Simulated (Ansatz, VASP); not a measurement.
AlP in VASP and in Ansatz

```
Al P
1.0
     0.00000    2.71711    2.71711
     2.71711    0.00000    2.71711
     2.71711    2.71711    0.00000
Al P
1 1
Direct
  0.00000 0.00000 0.00000
  0.25000 0.25000 0.25000
```

Alike in both runs: functional LDA; k mesh 8 × 8 × 8; occupations gaussian, width 0.02 eV; no spin polarisation.

Ansatz relaxed the structure, and its values are those at the end. VASP's run is a single point on that final structure, the one shown.

|  | VASP | Ansatz |
| --- | --- | --- |
| version | VASP 6.6.1 | Ansatz 0.2.0 |
| potentials or method | VASP PAW LDA potentials, release 64 (Al, P) | scalar-relativistic, plane waves, PAW |
| plane-wave cutoff (eV) | 520 | 420 |
| valence electrons in the cell | 8 | 8 |

Ansatz gave:

```
gap on the k mesh at the Fermi level (eV) : 1.42
least direct gap on the mesh (eV)         : 3.23
pressure (GPa)                            : 0.0
```

**Question.** What did VASP give for the same quantities?

**Answer.** gap on the k mesh at the Fermi level (eV): 1.41; least direct gap on the mesh (eV): 3.24; pressure (GPa): 0.0.

A k mesh can miss the band edges.
